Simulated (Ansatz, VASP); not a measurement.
**One calculation of ZnS (Wurtzite-4H), two programs**

```xyz
8
Lattice="3.8227 0.0000 0.0000 -1.9114 3.3106 0.0000 0.0000 0.0000 12.5200" Properties=species:S:1:pos:R:3 pbc="T T T"
Zn    1.9114    1.1035    9.3900
Zn    0.0000    2.2070    3.1300
Zn    0.0000    0.0000    6.2600
Zn    0.0000    0.0000    0.0000
S     1.9114    1.1035   11.7375
S     0.0000    2.2070    5.4775
S     0.0000    0.0000    8.6075
S     0.0000    0.0000    2.3475
```

Alike in both runs: task relaxation of cell and atoms; functional PBE; k mesh 8 × 8 × 3; occupations fermi-dirac, width 0.05 eV; no spin polarisation.

```csv
,VASP,Ansatz
version,VASP 6.6.1,Ansatz 0.2.0
potentials or method,"VASP PAW PBE potentials, release 64 (Zn, S_h)",Ansatz PAW
plane-wave cutoff (eV),980,420
valence electrons in the cell,72,72
```

Ansatz gave:

```
relaxed volume (Å³/atom)                                     : 20.17
relaxed cell length with the largest relative difference (Å) : 12.590
energy change over the relaxation (meV/atom)                 : -2
```

Q: Which values does VASP return?

A: Relaxed volume (Å³/atom): 20.23; relaxed cell length with the largest relative difference (Å): 12.604; energy change over the relaxation (meV/atom): -2.

Caveats: an odd mesh through Γ misses points on the zone boundary, where band edges often lie (VASP); odd divisions of the mesh miss points on the zone boundary, where band edges often lie, so the gap on the mesh can be too wide (Ansatz); the plane-wave basis is chosen anew once the cell has moved, so the energies of steps on either side of that aren't comparable (Ansatz). Zero-point motion and thermal expansion aren't in these numbers. PBE gaps usually lie below the measured ones, often by a third to a half.
